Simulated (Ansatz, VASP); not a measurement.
## WC in VASP and in Ansatz

```
W C
1.0
     3.12826    0.00000    0.00000
    -1.56413    2.70915    0.00000
     0.00000    0.00000    5.92317
W C
2 2
Direct
  0.33333 0.66667 0.02389
  0.66667 0.33333 0.52389
  0.33333 0.66667 0.35821
  0.66667 0.33333 0.85821
```

Alike in both runs: functional r2SCAN; k mesh 6 × 6 × 4; occupations gaussian, width 0.1 eV; no spin polarisation.

Ansatz relaxed the structure, and its values are those at the end. VASP's run is a single point on that final structure, the one shown.

```csv
,VASP,Ansatz
version,VASP 6.6.1,Ansatz 0.2.0
potentials or method,"VASP PAW PBE potentials, release 64 (W_sv, C)","scalar-relativistic, plane waves, PAW"
plane-wave cutoff (eV),520,500
valence electrons in the cell,36,36
```

```csv
,VASP,Ansatz,Ansatz less VASP
gap on the k mesh at the Fermi level (eV),none,none,-
pressure (GPa),1.4,0.1,-1.30
```

A gap of «none» marks a metal or a gap that the smearing closes. With one functional, cell and mesh, what is left measures potentials, basis and numerics.

Caveats: the k mesh is coarse (spacing up to 0.39 Å⁻¹), so the values aren't converged; the PAW data sets were made with another functional, which shifts forces and pressure a little (VASP). Spin-orbit coupling is left out, which matters for the levels of W.
